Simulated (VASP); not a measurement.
Crystal: BaO.

```
CELL_PARAMETERS angstrom
0.00000 2.76605 2.76605
2.76605 0.00000 2.76605
2.76605 2.76605 0.00000
ATOMIC_POSITIONS crystal
Ba 0.00000 0.00000 0.00000
O 0.50000 0.50000 0.50000
```

- Program: VASP 6.6.1
- Task: relaxation of cell and atoms
- Functional: HSE06
- Potentials or basis: VASP PAW PBE potentials, release 64 (Ba_sv, O)
- Cutoff: 520 eV
- k mesh: 6 × 6 × 6
- Occupations: gaussian, width 0.03 eV
- Spin: no spin polarisation

At the start: pressure 1.6 GPa; volume 21.16 Å³/atom.

Q: How do energy, volume and symmetry change on relaxing?

A: Over 3 steps the energy falls by 2.1 meV/atom and the volume is 21.60 Å³/atom (+2.1 %); space group Fm-3m (No. 225, to 0.05 Å).

Step by step:
| step | energy change (eV) | largest force (eV/Å) | pressure (GPa) | volume (Å³) |
| --- | --- | --- | --- | --- |
| 1 | 0.0000 | 0.0000 | 1.60 | 42.33 |
| 2 | -0.0033 | 0.0000 | -0.74 | 43.63 |
| 3 | -0.0043 | 0.0000 | 0.00 | 43.20 |

Final structure:
```
CELL_PARAMETERS angstrom
0.00000 2.78492 2.78492
2.78492 0.00000 2.78492
2.78492 2.78492 0.00000
ATOMIC_POSITIONS crystal
Ba 0.00000 0.00000 0.00000
O 0.50000 0.50000 0.50000
```

Caveat: the PAW data sets were made with another functional, which shifts forces and pressure a little.
